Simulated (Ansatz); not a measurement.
The system is Sb.

```
CELL_PARAMETERS angstrom
2.20732 1.27308 3.80981
-2.13863 1.25083 3.77780
0.01508 -2.41443 3.75757
ATOMIC_POSITIONS crystal
Sb 0.76651 0.76651 0.76651
Sb 0.23349 0.23349 0.23349
```

The cell isn't the ideal one: cell strained at random.

```yaml
Program: Ansatz 0.2.0
Task: relaxation of cell and atoms
Functional: LDA
Potentials_or_basis: all-electron LAPW, scalar-relativistic
Density_cutoff: 1084 eV
Basis_error_allowed: 0.0005 eV/atom
k_mesh: 8 × 8 × 8
Occupations: methfessel-paxton, width 0.15 eV
Spin: collinear spin, ferromagnetic start, moments held on the sites
Starting_moments: "[0.5, 0.5] μB"
```

At the start: volume 30.21 Å³/atom.

Problem. Where does the relaxation end?

Solution. Over 8 steps the energy falls by 122.0 meV/atom and the volume is 28.80 Å³/atom (-4.7 %); space group R-3m (No. 166, to 0.05 Å); moment 1.32 μB per cell.

Step by step:
```csv
step,energy change (eV),largest force (eV/Å),volume (Å³)
1,0.0000,1.0305,60.41
2,-0.2381,0.0397,57.39
3,-0.2416,0.0117,57.63
4,-0.2432,0.0003,57.50
5,-0.2437,0.0055,57.68
6,-0.2439,0.0001,57.62
7,-0.2439,0.0000,57.60
8,-0.2440,0.0000,57.60
```

Final structure:
```cif
data_structure
_symmetry_space_group_name_H-M 'P 1'
_symmetry_Int_Tables_number 1
_cell_length_a 4.3584
_cell_length_b 4.3572
_cell_length_c 4.3578
_cell_angle_alpha 59.298
_cell_angle_beta 59.303
_cell_angle_gamma 59.328
_cell_volume 57.60
loop_
_atom_site_label
_atom_site_type_symbol
_atom_site_fract_x
_atom_site_fract_y
_atom_site_fract_z
_atom_site_occupancy
Sb1 Sb 0.75000 0.75000 0.75000 1
Sb2 Sb 0.25000 0.25000 0.25000 1
```

Caveat: the SCF stop doesn't bound the stress; each atom's moment is held at its typed value, so this isn't a free magnetic state.
